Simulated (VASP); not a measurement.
Input of a VASP 6.6.1 run:

INCAR

```
SYSTEM = Pd
ALGO = Normal
EDIFF = 1E-7
EDIFFG = -0.005
ENCUT = 600
GGA = RP
IBRION = 2
ISIF = 3
ISMEAR = 1
LASPH = .TRUE.
LCHARG = .FALSE.
LREAL = .FALSE.
LWAVE = .FALSE.
NELM = 80
NSW = 90
PREC = Accurate
SIGMA = 0.1
```

Contents of KPOINTS:

```
k-points
0
G
  16 16 16
  0 0 0
```

Contents of POSCAR:

```
Pd                                      
1.0
   -0.0000000000      1.9885573571      1.9885573571
    1.9885573571      0.0000000000      1.9885573571
    1.9885573571      1.9885573571      0.0000000000
  Pd            
     1
Direct
     0.0000000000000000    0.0000000000000000    0.0000000000000000
```

Potentials or basis: VASP PAW PBE potentials, release 64 (Pd).

Run with:

```bash
$ cat potpaw_PBE.64/Pd/POTCAR > POTCAR
$ mpirun -np 1 vasp_std > vasp.out
```

Q: Estimate the band gap on the k mesh.

A: None (metal or under the smearing width).

Final structure:
```
Pd
1.0
     0.00000    1.98856    1.98856
     1.98856    0.00000    1.98856
     1.98856    1.98856    0.00000
Pd
1
Direct
  0.00000 0.00000 0.00000
```

Caveat: the relaxation stopped at its first step, so nothing moved.
